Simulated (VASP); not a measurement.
# InPd (Pm-3m) in VASP: settings compared, part 2 of 2

VASP 6.6.1.

### Step 4. Band structure, LDA

This run uses another cell than the first one, of 16.67 Å³/atom, 0.923 times its volume.

The input, INCAR:

```
PREC = Accurate
ENCUT = 520
EDIFF = 1E-6
ISMEAR = 1
SIGMA = 0.1
LREAL = F
LASPH = T
NELM = 80
ALGO = Normal
ISIF = 2
LWAVE = F
LCHARG = F
LMAXMIX = 4
NBANDS = 18
ICORELEVEL = 1
```

The input, KPOINTS:

```
Automatic mesh
0
Gamma
  12 12 12
```

The input, POSCAR:

```
InPd                                    
1.0
    3.2184452286     -0.0000000000      0.0000000000
    0.0000000000      3.2184452286      0.0000000000
   -0.0000000000      0.0000000000      3.2184452286
  In              Pd            
     1     1
Direct
     0.0000000000000000    0.0000000000000000    0.0000000000000000
     0.5000000000000000    0.5000000000000000    0.5000000000000000
```

The input, KPOINTS_OPT:

```
explicit points
124
Reciprocal
 0.0000000000  0.0000000000  0.0000000000 1
 0.0000000000  0.0263157895  0.0000000000 1
 0.0000000000  0.0526315789  0.0000000000 1
 0.0000000000  0.0789473684  0.0000000000 1
 0.0000000000  0.1052631579  0.0000000000 1
 0.0000000000  0.1315789474  0.0000000000 1
[... 116 lines left out ...]
 0.5000000000  0.5000000000  0.5000000000 1
 0.0000000000  0.5000000000  0.0000000000 1
```

Potentials or basis: VASP PAW LDA potentials, release 64 (In_d, Pd).

Command:

```console
$ cat potpaw_LDA.64/In_d/POTCAR potpaw_LDA.64/Pd/POTCAR > POTCAR
$ mpirun -np 1 vasp_std > vasp.out
```

OUTCAR:

```text
PREC = Accurate
   ENCUT = 520
   EDIFF = 1E-6
   ISMEAR = 1
   LREAL = F
   LASPH = T
   NELM = 80
   ISIF = 2

 ion  position               nearest neighbor table
   1  0.000  0.000  0.000-   2 2.79   2 2.79   2 2.79   2 2.79   2 2.79   2 2.79   2 2.79   2 2.79

   2  0.500  0.500  0.500-   1 2.79   1 2.79   1 2.79   1 2.79   1 2.79   1 2.79   1 2.79   1 2.79

  LATTYP: Found a simple cubic cell.
 ALAT       =     3.2184452286

[... 481 lines left out ...]
     12      13.5308      0.00000

------------------------ aborting loop because EDIFF is reached ----------------------------------------

  FORCE on cell =-STRESS in cart. coord.  units (eV):
  Direction    XX          YY          ZZ          XY          YZ          ZX
  --------------------------------------------------------------------------------------
  -------------------------------------------------------------------------------------
  Total       -0.0068192     -0.0068192     -0.0068192      0.0000000     -0.0000000     -0.0000000
  in kB       -0.3277205     -0.3277205     -0.3277205      0.0000000     -0.0000000     -0.0000000
  external PRESSURE =      -0.3277205 kB  Pullay stress =       0.0000000 kB

 VOLUME and BASIS-vectors are now :
 -----------------------------------------------------------------------------
  energy-cutoff  :      520.00
  volume of cell :       33.34
      direct lattice vectors                 reciprocal lattice vectors
     3.218445229  0.000000000  0.000000000     0.310709032  0.000000000  0.000000000
     0.000000000  3.218445229  0.000000000     0.000000000  0.310709032  0.000000000
     0.000000000  0.000000000  3.218445229     0.000000000  0.000000000  0.310709032

 POSITION                                       TOTAL-FORCE (eV/Angst)
 -----------------------------------------------------------------------------------
      0.00000      0.00000      0.00000         0.000000      0.000000      0.000000
      1.60922      1.60922      1.60922         0.000000      0.000000      0.000000
 -----------------------------------------------------------------------------------
    total drift:                                0.000000      0.000000     -0.000000

  FREE ENERGIE OF THE ION-ELECTRON SYSTEM (eV)
  ---------------------------------------------------
  free  energy   TOTEN  =       -10.7987063210 eV

  energy  without entropy=      -10.7990391098  energy(sigma->0) =      -10.79881725
```

OSZICAR:

```text
N       E                     dE             d eps       ncg     rms          rms(c)
DAV:   1     0.164983462902E+03    0.16498E+03   -0.11148E+04  3148   0.169E+03
DAV:   2    -0.192761358637E+01   -0.16691E+03   -0.16023E+03  3068   0.367E+02
DAV:   3    -0.108659754887E+02   -0.89384E+01   -0.88393E+01  3438   0.894E+01
[... 20 lines left out ...]
       N       E                     dE             ncg
DAV:   1     0.361478324727E+05   -0.28108E+05     1458
DAV:   2     0.296654847559E+05   -0.64823E+04     1476
DAV:   3     0.293176104905E+05   -0.34787E+03     1548
DAV:   4     0.293088628824E+05   -0.87476E+01     1656
DAV:   5     0.293084250828E+05   -0.43780E+00     1932
DAV:   6     0.293084146218E+05   -0.10461E-01     1746
DAV:   7     0.293084144923E+05   -0.12954E-03     1974
DAV:   8     0.293084144912E+05   -0.10799E-05     1126
DAV:   9     0.293084144911E+05   -0.13891E-06      854
```

Wall time 25 s (1 thread of Intel Xeon Platinum 8488C (Sapphire Rapids), shared host); peak memory 0.19 GiB.

What came out:

- Free energy: -10.7987 eV
- Pressure: 0.0 GPa
- Band gap along the path: none (metal or under the smearing width)

Levels at the corners of the path, in eV from the Fermi level:
```
point  band 8  band 9  band 10  band 11  band 12  band 13  band 14  band 15
    Γ   -4.07   -2.40    -2.40    -2.40     4.20     4.20     4.20     9.91
    X   -4.08   -3.49    -3.49    -2.50    -1.17     9.88     9.88    10.15
    X   -4.08   -3.49    -3.49    -2.50    -1.17     9.88     9.88    10.15
    M   -2.83   -2.83    -2.55    -2.55    -1.78     1.64     2.59     9.65
    M   -2.83   -2.83    -2.55    -2.55    -1.78     1.64     2.59     9.65
    Γ   -4.07   -2.40    -2.40    -2.40     4.20     4.20     4.20     9.91
    Γ   -4.07   -2.40    -2.40    -2.40     4.20     4.20     4.20     9.91
    R   -5.22   -1.73    -1.73    -0.06     3.86     3.86     3.86     4.59
    R   -5.22   -1.73    -1.73    -0.06     3.86     3.86     3.86     4.59
    X   -4.08   -3.49    -3.49    -2.50    -1.17     9.88     9.88    10.15
    M   -2.83   -2.83    -2.55    -2.55    -1.78     1.64     2.59     9.65
    R   -5.22   -1.73    -1.73    -0.06     3.86     3.86     3.86     4.59
```

Core levels (eV, on the scale of the bands):
```tsv
atom	levels
1 In	1s -27574.5, 2s -4121.1, 2p -3703.4, 3s -769.5, 3p -632.1, 3d -417.4, 4s -103.8, 4p -62.7
2 Pd	1s -24015.1, 2s -3500.9, 2p -3142.8, 3s -621.3, 3p -503.1, 3d -314.1, 4s -73.2, 4p -39.2
```

Caveat: spin-orbit coupling is left out, which moves the levels of the heavy elements.

### Step 5. Summary

```tsv
level	potentials or basis	cell	pressure (GPa)
PBE	VASP PAW PBE potentials, release 64 (In_d, Pd)	Pm-3m, 18.06 Å³/atom	0.0
PBEsol	VASP PAW PBE potentials, release 64 (In_d, Pd)	Pm-3m, 17.14 Å³/atom	0.0
LDA	VASP PAW LDA potentials, release 64 (In_d, Pd)	Pm-3m, 16.67 Å³/atom	0.0
```

Alike in all rows: task band structure; no spin polarisation; k mesh 12 × 12 × 12; cutoff (eV) 520; smearing methfessel-paxton 0.1 eV.

Caveats: spin-orbit coupling is left out, which moves the levels of the heavy elements; the PAW data sets were made with another functional, which shifts forces and pressure a little (some runs).

Total energies depend on the potentials used, so only differences within one code and one set of settings carry meaning.
